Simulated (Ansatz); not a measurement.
**Rh under changes of volume**

One of the cells (14.302 Å³/atom); the others are scaled copies at fixed shape and fractional positions:

```
Rh
1.0
     2.73098    0.00000    0.00000
    -1.36549    2.36510    0.00000
     0.00000    0.00000    4.42849
Rh
2
Direct
  0.33333 0.66667 0.25000
  0.66667 0.33333 0.75000
```

This isn't the form of Rh at room conditions, which is fcc.

| Item | Value |
| --- | --- |
| Program | Ansatz 0.2.0 |
| Functional | PBEsol |
| Potentials or basis | Ansatz PAW |
| Cutoff | 420 eV (not typed: the program's choice for these potentials) |
| k mesh | 11 × 11 × 6 |
| Occupations | fermi-dirac, width 0.05 eV |
| Spin | no spin polarisation |

```csv
volume (Å³/atom),energy over the lowest point (meV/atom),pressure (GPa)
13.444,0.00,2.5
13.730,1.37,-3.6
14.016,12.96,-9.0
14.302,33.50,-13.7
14.588,61.89,-17.8
14.874,97.17,-21.4
15.160,?,?
```

Question: What does the run at 15.160 Å³/atom give?

Answer: Energy over the lowest point 138.46 meV/atom; pressure -24.5 GPa.

Worked out: A Birch-Murnaghan fit of order 3 (a polynomial in V^(-2/3)) to the other rows has its minimum at 13.55 Å³/atom with B0 = V·E''(V) = 294 GPa and B' = 5.2 at fixed shape and positions, which overstates the stiffness. It gives 138.47 meV/atom at 15.160 Å³/atom, against the run's 138.46, and -dE/dV = -24.7 GPa, against -24.5.

Energies are extrapolated to zero smearing.

Caveats: the PAW data sets come from PBE, with cores solved anew for the run's functional, which leaves a small shift of forces and pressure.
